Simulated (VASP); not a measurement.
**C: equilibrium volume by level of theory**

The structure is hexagonal, space group P6_3/mmc (No. 194). The conventional cell has a = 2.467 Å, b = 2.467 Å, c = 7.803 Å, α = 90.00°, β = 90.00°, γ = 120.00°. C (site symmetry -6m2) has 3 C at 1.42 Å as nearest neighbours. C (site symmetry -6m2) is surrounded by 3 C at 1.42 Å.

| rung | level | program and potentials | cutoff (eV) | k mesh | smearing | equilibrium volume (Å³/atom) | notes |
| --- | --- | --- | --- | --- | --- | --- | --- |
| GGA | PBE | VASP, PBE PAW files C, 600 eV | 600 | 12 × 12 × 4 | gaussian 0.03 | 10.28 | - |
| GGA + dispersion | PBE+D3(BJ) | VASP, PBE PAW files C, 600 eV | 600 | 12 × 12 × 4 | gaussian 0.03 | 8.80 | - |
| GGA | PBEsol | VASP, PBE PAW files C, 600 eV | 600 | 12 × 12 × 4 | gaussian 0.03 | 9.17 | potentials made for PBE |
| meta-GGA | r2SCAN | VASP, PBE PAW files C, 600 eV | 600 | 12 × 12 × 4 | gaussian 0.03 | 9.02 | potentials made for PBE |

Task: relaxation of cell and atoms. All rows: no spin polarisation. Smearing widths are in eV. For a metal such meshes aren't converged. Meshes are those of the run's cell of 4 atoms unless a note names another. Relaxations start from the cell shown or near it and stop with a little pressure left. Runs on faulty files, with rough fits or with known faults for this quantity aren't shown. No row holds spin-orbit coupling.

By rung: GGA 9.17 to 10.28; GGA + dispersion 8.80; meta-GGA 9.02 (Å³/atom).
